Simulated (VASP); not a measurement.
TiC: equation of state with PBE

Crystal: TiC.

```
Ti C
1.0
     0.00000    2.16572    2.16572
     2.16572    0.00000    2.16572
     2.16572    2.16572    0.00000
Ti C
1 1
Direct
  0.00000 0.00000 0.00000
  0.50000 0.50000 0.50000
```

The cell is a database's computed one.

```
Program                : VASP 6.6.1
Task                   : equation of state
Functional             : PBE
Potentials or basis    : VASP PAW PBE potentials, release 64 (Ti_sv, C)
Cutoff                 : 520 eV
k mesh                 : 11 × 11 × 11
Occupations            : fermi-dirac, width 0.05 eV
Spin                   : no spin polarisation
Further INCAR settings : ALGO = Normal; EDIFF = 1e-07; NBANDS = 15
```

```yaml
Equilibrium_volume: 10.18 Å³/atom
Bulk_modulus: 249 GPa
Pressure_derivative_of_the_bulk_modulus: 4.0
```

Energy against volume, from the lowest point:
```csv
volume (Å³/atom),energy (meV/atom)
9.548,34.00
9.752,15.12
9.955,4.04
10.158,0.00
10.361,2.35
10.564,10.46
10.767,23.80
```

All runs of the series together: 87 s on 1 thread of Intel(R) Xeon(R) Platinum 8488C (Sapphire Rapids), with other jobs on the host.
